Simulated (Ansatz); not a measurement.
Y: what relativity and spin–orbit coupling change

```
Y
1.0
     0.00000    2.48500    2.48500
     2.48500    0.00000    2.48500
     2.48500    2.48500    0.00000
Y
1
Direct
  0.00000 0.00000 0.00000
```

The cell is COD entry 1534898, as deposited and not checked against the literature; nothing was relaxed.

One fixed cell is solved with PBE by full-potential LAPW in Ansatz 0.2.0 under different relativistic treatments. Pressure is positive in compression.

The runs use a Γ-centred 14×14×14 k mesh, Fermi–Dirac smearing of 0.03 eV, basis error target 1 meV/atom, no spin polarisation.

```tsv
setting	P (GPa)
scalar-relativistic	2.38
non-relativistic	?
with spin–orbit coupling	2.37
scalar-relativistic, inner shells corrected to Dirac	2.38
```

(1) Fill in "P (GPa)" for the row "non-relativistic".

Answers

(1) 2.18.
